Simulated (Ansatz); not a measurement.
Input for Ansatz (plane-wave DFT, PAW):

```yaml
crystal:
  lattice:
    - [4.7165521406, 0.0, 0.0]
    - [-2.3582760703, 4.084653972, 0.0]
    - [0.0, 0.0, 2.6356034502]
  atoms:
    - { symbol: Be, position: [0.33333333, 0.66666667, 0.5] }
    - { symbol: Be, position: [0.66666667, 0.33333333, 0.5] }
basis:
  ecutwfc: 500
kpoints:
  mp_grid: { grid: [12, 12, 16] }
hamiltonian:
  xc: r2scan
scf:
  occupations: { method: gaussian, width: 0.1 }
output:
  forces: true
  stress: true
  eigenvalues: true
```

Run as
```bash
ansatz run input.yaml --threads 1 --pin off --max-ram 2560MiB --backend cpu --events-out ev --progress --plain --runs-dir out
```

Theory: DFT r2SCAN, scalar-relativistic, plane waves, PAW in Ansatz 0.2.0.

Part of what the program printed, abridged (iterations and final results):

```
SCF iter   1: F=—  HF=-182.675821 eV  |F-HF|=—  |Δ(HF+E_count)|=         —  Δρ=2.36e-3  dr2=2.98e-3  dr2_τ=7.64e-3  ethr=1.77e-3  ⟨swp⟩=5.1  Hψ=9826  notcnv=0
SCF iter   2: F=—  HF=-182.681199 eV  |F-HF|=—  |Δ(HF+E_count)|=   5.38e-3  Δρ=1.61e-3  dr2=1.67e-3  dr2_τ=2.92e-5  ethr=7.45e-5  ⟨swp⟩=2.1  Hψ=3377  notcnv=0  defer=29
SCF iter   3: F=—  HF=-182.683274 eV  |F-HF|=—  |Δ(HF+E_count)|=   2.08e-3  Δρ=2.64e-4  dr2=3.88e-5  dr2_τ=1.66e-6  ethr=4.18e-5  ⟨swp⟩=2.3  Hψ=1382  notcnv=0  defer=29
SCF iter   4: F=—  HF=-182.683306 eV  |F-HF|=—  |Δ(HF+E_count)|=   3.19e-5  Δρ=1.26e-4  dr2=9.43e-6  dr2_τ=3.00e-7  ethr=9.71e-7  ⟨swp⟩=2.1  Hψ=1337  notcnv=0  defer=29
SCF iter   5: F=—  HF=-182.683321 eV  |F-HF|=—  |Δ(HF+E_count)|=   1.49e-5  Δρ=2.12e-5  dr2=4.50e-7  dr2_τ=2.33e-9  ethr=2.36e-7  ⟨swp⟩=2.0  Hψ=1342  notcnv=0  defer=29
SCF iter   6: F=-182.683321 eV  HF=-182.683321 eV  |F-HF|=8.19e-9  |Δ(HF+E_count)|=  8.68e-10  Δρ=5.70e-6  dr2=2.64e-8  dr2_τ=1.30e-10  ethr=2.50e-9  ⟨swp⟩=5.4  Hψ=5344  notcnv=0
SCF 1 converged in 6 iterations: F = -182.683321 eV  dr2 = 2.64e-8
SCF converged after 6 iterations
Free energy (F): -182.683321 eV
Harris-Foulkes:  -182.683321 eV  (|F-HF|=8.19e-9)
Internal energy: -182.678115 eV  (E = F + TS)
E sigma→0 (E₀):  -182.680718 eV
Entropy (-TS):   -0.005206 eV (-2.603 meV/atom)
Fermi energy:    0.012488 eV
--- Per-component energies (eV) ---
  E_band       = -9.844154
  E_kinetic    = 24.259149
  E_local      = -15.505088  (includes V_loc(G=0)·N_el)
  E_nonlocal   = 8.582452
  E_hartree    = 3.496042
  E_xc         = -29.800788
  E_vxc        = -33.471313  (∫ρ·V_xc dr)
  E_paw        = -121.358747  (= ΣΔE_a)
  E_vpaw       = -2.077766  (= ΣTr[D̂ρ^β])
  E_aug_tail   =  0.000000  (compensation charges beyond the density's cutoff)
  E_vtau       = 1.375840  (kinetic-family band-sum trace: ∫τ·v_τ [+ j·A + Jᵃ·Aᵃ] dr)
  E_ewald      = -52.327081
  E_core_change = -0.024054  (= ΣΔE_core)
  E_smearing   = -0.005206  (= −TS)
--- Forces (eV/Å), atoms counted from 1 ---
  atom   1  Be     0.00000000     0.00000000     0.00000000
  atom   2  Be     0.00000000     0.00000000     0.00000000
--- Stress (GPa, compression-positive) ---
       -9.563622       0.000000       0.000000
        0.000000      -9.563622       0.000000
        0.000000       0.000000     -19.530970
  P = ⅓ Tr σ = -12.8861 GPa (-128.861 kbar)
--- Band table (eV; the first three rows and the last of 171) ---
  k-point 0: bands = ["-6.0453", "0.6410", "0.6410", "1.6844", "4.0446", "4.0446"]
  k-point 1: bands = ["-5.9686", "0.7205", "0.7205", "1.7232", "4.1266", "4.1266"]
  k-point 2: bands = ["-5.7386", "0.9572", "0.9572", "1.8379", "4.3714", "4.3714"]
  k-point 170: bands = ["0.2845", "0.2845", "1.1265", "1.1265", "2.3100", "6.4943"]
```

The calculation finished and met its thresholds.